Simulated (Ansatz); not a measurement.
# Pd (bcc type): the cost of one run

Program: Ansatz 0.2.0. Level of theory: DFT PBE, with the methods named in each step. These are calculated values, not measurements.

This is Pd in the bcc structure; at room conditions it is fcc.

### 1 The system as given

Symmetry: Im-3m, No. 229, cubic system. Conventional cell: a = 3.139 Å, b = 3.139 Å, c = 3.139 Å, α = 90.00°, β = 90.00°, γ = 90.00°. Pd (site symmetry m-3m) is surrounded by 8 Pd at 2.72 Å.

Structure file:

```
CELL_PARAMETERS angstrom
-1.56965 1.56965 1.56965
1.56965 -1.56965 1.56965
1.56965 1.56965 -1.56965
ATOMIC_POSITIONS crystal
Pd 0.00000 0.00000 0.00000
```

Whether this phase is the stable one at these pressures isn't tested.

### 2 The reference volume, LAPW

File input.yaml:

```yaml
crystal:
  lattice:
    - [-1.5696456926, 1.5696456926, 1.5696456926]
    - [1.5696456926, -1.5696456926, 1.5696456926]
    - [1.5696456926, 1.5696456926, -1.5696456926]
  atoms:
    - { symbol: Pd, position: [0.0, 0.0, 0.0] }
kpoints:
  mp_grid: { grid: [19, 19, 19] }
  band_path:
    path:
      - [0.0, 0.0, 0.0]
      - [0.5, -0.5, 0.5]
      - [0.0, 0.0, 0.5]
      - [0.0, 0.0, 0.0]
      - [0.25, 0.25, 0.25]
      - [0.5, -0.5, 0.5]
      - [0.25, 0.25, 0.25]
      - [0.0, 0.0, 0.5]
    npoints: 14
scf:
  occupations: { method: fermi_dirac, width: 0.08 }
hamiltonian:
  xc: pbe
  pseudopotentials: { kind: all_electron, lapw: { basis_error: 0.001 } }
output:
  forces: true
  stress: true
  eigenvalues: true
  populations: true
  dos: { projected: true, de: 0.2, e_range: [-14, 8] }
```

The run is started by

```
> ansatz run input.yaml --threads 1 --pin off --max-ram 2048MiB --backend cpu --events-out ev --progress --plain --runs-dir out
```

Q: Estimate wall time and peak memory on 1 thread of Arm Neoverse V1, shared host.

About 23 s, with a peak of 0.38 GiB.
